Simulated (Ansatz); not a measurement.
Relaxed NaBr (rock salt):

```
CELL_PARAMETERS angstrom
      0.00000     6.03598     6.03598
      3.01799     3.01799     6.03598
      3.01799     3.01799     0.00000
ATOMIC_POSITIONS crystal
  Br 0.00000 0.00000 0.00000
  Br 0.50000 0.00000 0.00000
  Na 0.00000 0.50000 0.50000
  Na 0.50000 0.50000 0.50000
```

A phonon eigenvector at X = (0.5, 0.5, 0.0) is frozen into this cell: atom i moves by Q times the vector below, so Q is the largest atomic displacement, in Å. The cell is held. It is one choice among 2 degenerate patterns. (q is in reciprocal vectors of the primitive cell; the cell shown is doubled to hold the pattern.)

| atom | x | y | z |
|---|---|---|---|
| Br1 | 0.000 | 1.000 | 0.000 |
| Br2 | 0.000 | -1.000 | 0.000 |
| Na3 | 0.000 | -0.980 | 0.000 |
| Na4 | 0.000 | 0.980 | 0.000 |

The numbers are results of PBE (plane waves to 420 eV, PAW, scalar-relativistic; Ansatz, an electronic-structure program), not measurements. k mesh 10×10×10 (Γ-centred), Fermi-Dirac smearing 0.05 eV. NaBr was relaxed with its symmetry unable to fall. 

| Q (Å) | −dE/dQ from forces (eV/Å) |
|---|---|
| -0.180 | 0.436 |
| -0.150 | 0.358 |
| -0.120 | 0.283 |
| -0.090 | 0.210 |
| -0.060 | 0.139 |
| -0.030 | 0.069 |
| 0.000 | 0.000 |
| 0.030 | -0.069 |
| 0.060 | -0.139 |
| 0.090 | -0.210 |
| 0.120 | -0.283 |
| 0.150 | -0.358 |
| 0.180 | -0.436 |

### Question
What harmonic wavenumber does the curvature at Q = 0 give?

### Answer
55 cm⁻¹. E″ = 2.30 eV/Å², M = Σ mᵢ|uᵢ|² = 203.9 u, ν̃ = 521.5·√(|E″|/M).

(For displaced atoms, the force is minus the slope of the energy, and its curvature is a force constant, which sets phonon frequencies.)
